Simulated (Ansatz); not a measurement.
# NiSb (rocksalt structure)

The computed numbers are results of r²SCAN, scalar-relativistic (collinear spin) in the plane-wave PAW code Ansatz at 500 eV, 12×12×12 k-mesh, Gaussian smearing of 0.05 eV; PAW files: Ansatz's generated set soft_2.

```
CELL_PARAMETERS angstrom
0.00000 2.61242 2.61242
2.61242 0.00000 2.61242
2.61242 2.61242 0.00000
ATOMIC_POSITIONS crystal
Ni 0.50000 0.50000 0.50000
Sb 0.00000 0.00000 0.00000
```

The start was a prototype's sites filled with these elements. The Crystallography Open Database lists the compound in space group P63/mmc, so this is a trial structure.

Magnetic state: non-magnetic, site spin moments none.

The cell above was scaled in volume, its shape and atoms being fixed by the lattice's symmetry. Energies are counted from the cell above.

Cell and atoms are those of this level's equilibrium.

```csv
V (Å³/atom),ΔE (meV/atom),P from the stress (GPa)
17.116,10.86,5.02
17.473,2.64,2.38
17.829,0.00,0.00
18.186,2.39,-2.13
18.542,9.26,-4.03
19.077,26.92,-6.49
```

Question: Do the energies and the pressures agree? Compare −ΔE/ΔV between neighbouring points (1 meV/Å³ = 0.1602 GPa) with the mean of their pressures.

Answer: 
```json
{"interval (Å³/atom)": "17.12 to 17.47", "−ΔE/ΔV (GPa)": "3.7", "mean P (GPa)": "3.7"}
{"interval (Å³/atom)": "17.47 to 17.83", "−ΔE/ΔV (GPa)": "1.2", "mean P (GPa)": "1.2"}
{"interval (Å³/atom)": "17.83 to 18.19", "−ΔE/ΔV (GPa)": "-1.1", "mean P (GPa)": "-1.1"}
{"interval (Å³/atom)": "18.19 to 18.54", "−ΔE/ΔV (GPa)": "-3.1", "mean P (GPa)": "-3.1"}
{"interval (Å³/atom)": "18.54 to 19.08", "−ΔE/ΔV (GPa)": "-5.3", "mean P (GPa)": "-5.3"}
```
They differ by 0.03 GPa at most.

Question: What do the two routes give for V0, B0 and B0′?

Answer: A third-order Birch–Murnaghan fit of the energies: V0 = 17.83 Å³/atom, B0 = 112 GPa, B0′ = 4.6. A polynomial of P in ln V, with B = −dP/d ln V at P = 0: V0 = 17.83 Å³/atom, B0 = 112 GPa, B0′ = 4.5.

B0·V0 = 112.3 GPa × 17.83 Å³ = 12.50 eV/atom sets the scale: near the minimum ΔE ≈ ½ B0 V0 x², with x = V/V0 − 1, and a pressure of 1.1 GPa squeezes the volume by about 1 %. At the ends of the curve: x = −4.0 % predicts 10.1 meV/atom and the run gives 10.9; x = +7.0 % predicts 30.5 meV/atom and the run gives 26.9. The curve is steeper than the parabola on the compressed side and flatter on the expanded side: the bulk modulus rises with pressure.

No spin–orbit coupling, a notable omission for heavy elements. The run is a metal.
